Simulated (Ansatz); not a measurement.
Level of theory: DFT PBE, scalar-relativistic, plane waves, PAW in Ansatz. All cells share a 420 eV cutoff and Γ-centred k meshes spaced at most about 0.3 Å⁻¹ (about 0.25 or finer for metals, 2π included). No spin polarisation.

Each guess is relaxed in cell and atoms at zero pressure, on a coarse mesh first where it starts far from rest and then on a converged one. The steps can't lower the symmetry of the start, but it can rise. Energies are static (0 K, no zero-point motion).

Two unrelaxed guesses for SnH₅:

Guess 1.

```
CELL_PARAMETERS angstrom
3.89094 0.00000 0.00000
-1.94547 3.36965 0.00000
0.00000 0.00000 5.28175
ATOMIC_POSITIONS crystal
Sn 0.00000 0.00000 0.50000
H 0.66667 0.33333 0.79599
H 0.00000 0.00000 0.00000
H 0.66667 0.33333 0.20401
H 0.33333 0.66667 0.20401
H 0.33333 0.66667 0.79599
```

Guess 2.

```
CELL_PARAMETERS angstrom
3.94324 0.00000 0.00000
-1.97162 3.41495 0.00000
0.00000 0.00000 5.86782
ATOMIC_POSITIONS crystal
Sn 0.00000 0.00000 0.50000
H 0.00000 0.00000 0.20502
H 0.00000 0.00000 0.79498
H 0.00000 0.00000 0.00000
H 0.33333 0.66667 0.00000
H 0.66667 0.33333 0.00000
```

**Question.** Which guess leads to the lower structure, and by how much?

**Answer.** Guess 1 ends lower, by 0.54 eV/atom. Guess 1: P6/mmm at 11.5 Å³/atom → P6/mmm at 9.6 Å³/atom; Guess 2: P6/mmm at 13.2 Å³/atom → P6/mmm at 8.5 Å³/atom. Counting H atoms around Sn (those within 1.25 times the shortest such distance or 1.15 times the sum of covalent radii), the end of guess 1 and the end of guess 2 both have Sn 2. The end of guess 1 holds H–H pairs as short as in free H₂ molecules (shortest 0.77 Å); in the end of guess 2 the shortest H–H distance is 1.04 Å, near bonding range too. End of guess 1. Conventional cell: a = 4.018 Å, c = 4.123 Å. Around Sn lie 2 H at 2.06 Å; around H on a site of symmetry 3m lie 1 H at 0.77 Å, 6 H at 2.32–2.35 Å and 3 H at 2.45 Å; around H on a site of symmetry 6/mmm lie 2 Sn at 2.06 Å and 12 H at 2.35 Å. End of guess 2. Conventional cell: a = 3.140 Å, c = 5.947 Å. Sn has 2 H at 1.94 Å; H on a site of symmetry 6mm is surrounded by 1 H at 1.04 Å, 1 Sn at 1.94 Å and 7 H at 2.08–2.09 Å; around H on a site of symmetry 6/mmm lie 2 H at 1.04 Å and 6 H at 1.81 Å (long contacts); 1 more site not described.

Ends held by symmetry can be saddle points. Neither end is the lowest form computed: that has space group P-6m2 (No. 187) and lies 77 meV/atom below the better end. Even the lowest of the cells shown lies +0.35 eV/atom against the elements. No dispersion correction is applied, so the spacing and binding between layers, chains or molecules are poorly described (P6/mmm at 9.6 Å³/atom), and this can change margins and order among such cells. With hydrogen, zero-point motion can shift such differences by 10 meV/atom or more. Some structure types and database cells were kept out of the candidates from the start, so a known form may be missing.
